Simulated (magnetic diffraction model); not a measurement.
**CuNiS2: the ordered moment from one line**

Space group C2/m (no. 12), a = 6.8050 Å, b = 3.5610 Å, c = 6.8980 Å, β = 119.18°.

```
site  atom       x    y       z
  2a    Cu       0    0       0
  2c    Ni       0    0     1/2
  4i     S  0.9258  1/2  0.7286
```

This is a made-up structure (elements placed in a structure type, unrelaxed), so the numbers test the method and describe no known phase.

Only Cu and Ni are taken to order (form factors of Cu2+ and Ni2+); orders and moment sizes are assumed, and not adapted to the symmetry. Radiation: neutrons of λ = 4.2 Å, 1.5° to 80°; isotropic B of 0.55 Å² (Cu), 0.41 Å² (Ni) and 0.5 Å² (S). The intensities are simulated: I ∝ L Σ (|F_N|² + |F_M⊥|²) for unpolarised neutrons, with F_M = 2.695 fm/μB × Σ f(s) S exp(2πi Q·r) exp(−B s²) at Q = H ± k (one set where k and −k are equivalent), only the part normal to Q counting and L = 1/(sin²θ cos θ). For a modulated order the moment at position r is S exp(−2πi k·r) + c.c., with S = m/2 for a sine wave of amplitude m and S = m(u + iv)/2 for moments turning in a plane, u and v being orthogonal unit vectors in it; the phase factor of the sum at Q = H + k is then exp(2πi H·r). Form factors are spin-only for 3d ions and dipole or tabulated for f ions, scattering lengths are Sears's of 1992, and absorption is left out. A label names one of the reflections at its angle. The strongest nuclear line in the range is 100, and lines under 0.2 are left out.

In a first state the assumed order is k = (0 1/3 0), moments turning in the plane of [010] and [001], 0.88 μB on Cu and 1.68 μB on Ni; signs + at (0, 0, 0), + at (0, 0, 1/2), with this pattern:

```
2θ (°)       index  nuclear  magnetic
 22.67   (0 1/3 0)      0.0     308.4
 40.81     (0 0 1)    100.0       0.0
 47.19   (0 1/3 1)      0.0      16.1
 63.83   (1 2/3 0)      0.0     113.4
 64.01  (1 2/3 -1)      0.0       8.3
 76.22    (2 0 -1)      7.2       0.0
```

**Question.** Nearer the ordering temperature the line at 22.67° has total intensity 77.1 on the same scale, and all moments have shrunk alike. How large is the Cu moment?

The nuclear part, 0.0, stays, so the magnetic part is 77.1 against 308.4. It goes as m², so m = 0.88 × √(77.1/308.4) = 0.44 μB; the value used was 0.44 μB.

[Logs are printed without paths, hosts, clocks, repeated set-up lines and the standing remarks that a program may print on its own settings, such as how far it seeks lower states.]
